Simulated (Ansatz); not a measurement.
Runs of Ansatz 0.2.0 on CuO. Symmetry: P4/nmm, No. 129, tetragonal system. The conventional cell has a = 3.175 Å, b = 3.175 Å, c = 4.650 Å, α = 90.00°, β = 90.00°, γ = 90.00°. Around Cu (site symmetry -4m2) lie 4 O at 2.02 Å and 4 Cu at 2.25 Å. Around O (site symmetry 4mm) lie 4 Cu at 2.02 Å. The cell was built by a generator and needn't be a form met in nature.

```tsv
level	U	hubbard projectors	double counting	gap on the mesh (eV)	pressure (GPa)	largest force (eV/Å)
PBE+U	Cu d U = 1 eV	ortho-atomic (the default)	fll (the default)	none	17.1	0.81
PBE+U	Cu d U = 6 eV	ortho-atomic (the default)	fll (the default)	none	19.4	0.20
PBE+U	Cu d U = 3 eV	ortho-atomic (the default)	fll (the default)	none	17.8	0.58
PBE+U	Cu d U = 4 eV	ortho-atomic (the default)	fll (the default)	none	18.3	0.46
PBE+U	Cu d U = 5 eV	ortho-atomic (the default)	fll (the default)	none	18.8	0.33
PBE+U	Cu d U = 8 eV	ortho-atomic (the default)	fll (the default)	none	20.7	0.07
PBE+U	Cu d U = 2 eV	ortho-atomic (the default)	fll (the default)	none	(a)	(b)
PBE	-	-	-	none	(c)	0.90
```

Alike in all rows: task band structure; potentials or basis Ansatz PAW; no spin polarisation; cell as given; k mesh 8 × 8 × 6; cutoff (eV) 420; smearing fermi-dirac 0.05 eV.

Task: Fill in the values left out.

Result: (a) 17.4; (b) 0.70; (c) 16.8.

Caveats: the run has no spin polarisation, though such a crystal can be magnetic; U without spin polarisation on a metal has little footing (some runs); semilocal functionals often make such compounds metallic where correlation or magnetic order opens a gap, which also shifts bond lengths (some runs).

A gap of «none» marks a metal or a gap under the smearing width.
